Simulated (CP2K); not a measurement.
HfO2 under changes of volume

One of the cells (11.152 Å³/atom); the others are scaled copies at fixed shape and fractional positions:

```
CELL_PARAMETERS angstrom
3.61685 0.00000 0.00000
1.80843 3.13229 0.00000
1.80843 1.04410 2.95315
ATOMIC_POSITIONS crystal
Hf 0.00000 0.00000 0.00000
O 0.75000 0.75000 0.75000
O 0.25000 0.25000 0.25000
```

Measurements of this composition are mostly on another form, of space group No. 14.

| Item | Value |
| --- | --- |
| Program | CP2K 2026.2 |
| Functional | PBEsol |
| Potentials or basis | POTENTIAL_UZH Hf GTH-PBE-q12, O GTH-PBE-q6; TZVP-MOLOPT-PBE-GTH basis |
| Density cutoff | 8163 eV |
| k mesh | 9 × 9 × 9 |
| Occupations | fermi-dirac, width 0.1 eV |
| Spin | no spin polarisation |

```csv
volume (Å³/atom),energy over the lowest point (meV/atom),pressure (GPa),gap on the mesh (eV)
10.483,0.00,0.5,4.06
10.706,3.05,-4.8,3.99
10.929,?,?,?
11.152,29.60,-13.9,3.87
11.375,51.72,-17.8,3.82
11.598,78.94,-21.2,3.76
11.821,110.14,-24.3,3.70
```

What does the run at 10.929 Å³/atom give?

Energy over the lowest point 13.16 meV/atom; pressure -9.6 GPa; gap on the mesh 3.93 eV.

Worked out: A Birch-Murnaghan fit of order 3 (a polynomial in V^(-2/3)) to the other rows has its minimum at 10.51 Å³/atom with B0 = V·E''(V) = 272 GPa and B' = 4.9. It gives 13.15 meV/atom at 10.929 Å³/atom, against the run's 13.16, and -dE/dV = -9.7 GPa, against -9.6. A straight line through the other rows of the gap, of slope -2.95 eV per unit of ln V, gives 3.93 eV, against the run's 3.93.

Energies are extrapolated to zero smearing.

Caveats: the potentials were made for another functional, which shifts forces and pressure; spin-orbit coupling is left out, which moves the levels of the heavy elements; an odd mesh through Γ misses points on the zone boundary, where band edges often lie; the basis of atomic orbitals isn't converged, which shifts pressures, moduli and gaps.
